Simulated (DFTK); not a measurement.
A run of DFTK 0.8.2:

File run.jl:

```julia
using DFTK
using PseudoPotentialData
using Unitful, UnitfulAtomic
using LinearAlgebra, Printf
include("save.jl")
disable_threading()

# lattice vectors are the columns
lattice = austrip(1u"Å") * [       2.49824       -1.24912            0.0;
                      0.0   2.1635393048            0.0;
                      0.0            0.0         6.6357]
symbols   = [:N, :N, :B, :B]
positions = [[0.6666666667, 0.3333333333, 0.25],
             [0.3333333333, 0.6666666667, 0.75],
             [0.6666666667, 0.3333333333, 0.75],
             [0.3333333333, 0.6666666667, 0.25]]
pseudopotentials = PseudoFamily("dojo.nc.sr.pbe.v0_4_1.standard.upf")
elements = Dict(s => ElementPsp(s, pseudopotentials) for s in unique(symbols))
atoms    = [elements[s] for s in symbols]

build_model(lattice, positions; symmetries=true) =
    model_DFT(lattice, atoms, positions;
              functionals=PBE(),
              temperature=austrip(0.05u"eV"),
              smearing=Smearing.FermiDirac(),
              symmetries)
Ecut  = 42.0  # hartree
kgrid = [12, 12, 4]
tol   = 1e-6
to_GPa = ustrip(uconvert(u"GPa", 1u"hartree/bohr^3"))

results["points"] = []
for scale in [0.94, 0.96, 0.98, 1.0, 1.02, 1.04, 1.06]
    println("\n=== scale = ", scale)
    model = build_model(cbrt(scale) * lattice, positions)
    basis = PlaneWaveBasis(model; Ecut, kgrid)
    t0 = time()
    scfres = self_consistent_field(basis;
                                   tol,
                                   nbandsalg=AdaptiveBands(model; n_bands_converge=13))
    seconds = time() - t0
    @printf "SCF: %d iterations, %.1f s\n" scfres.n_iter seconds
    forces = compute_forces_cart(scfres)
    stress = compute_stresses_cart(scfres)
    @printf "V = %.5f Å^3  F = %.8f Ha  max force = %.5f eV/Å  p = %.4f GPa\n" ustrip(auconvert(u"Å^3", model.unit_cell_volume)) scfres.energies.total ustrip(auconvert(u"eV/Å", maximum(norm, forces))) (-tr(stress) / 3 * to_GPa)
    push!(results["points"], save_scf!(scfres; forces, stress, d=Dict{String,Any}("seconds" => seconds, "n_matvec" => get(scfres, :n_matvec, 0))))
end

# third-order Birch-Murnaghan fit in x = V^(-2/3)
V = [0.94, 0.96, 0.98, 1.0, 1.02, 1.04, 1.06] * abs(det(lattice))
E = [p["total"] for p in results["points"]]
x = V .^ (-2 / 3)
c = [x .^ 0 x x .^ 2 x .^ 3] \ E
Δ = c[3]^2 - 3c[2] * c[4]
if Δ > 0
    x0 = (-c[3] + sqrt(Δ)) / 3c[4]
    B0 = 4 / 9 * x0^(7 / 2) * (2c[3] + 6c[4] * x0)
    @printf "V0 = %.4f Å^3  B0 = %.2f GPa\n" ustrip(auconvert(u"Å^3", x0^(-3 / 2))) B0 * to_GPa
end
```

Potentials or basis: dojo.nc.sr.pbe.v0_4_1.standard.upf (PBE).

Launch:

```sh
$ julia --threads=1 run.jl  # save.jl only writes the numbers to a file and isn't shown; printed stress counts tension as positive; times include loading and compiling
```

Hardware: 1 thread of Intel(R) Xeon(R) Platinum 8488C (Sapphire Rapids), on a shared host.

Problem. How long does it take, and how much memory?

Solution. Run time: 13 min on 1 thread of Intel(R) Xeon(R) Platinum 8488C (Sapphire Rapids), on a shared host, peak memory 2.1 GiB. Counts: scf iterations 72, bands 13.
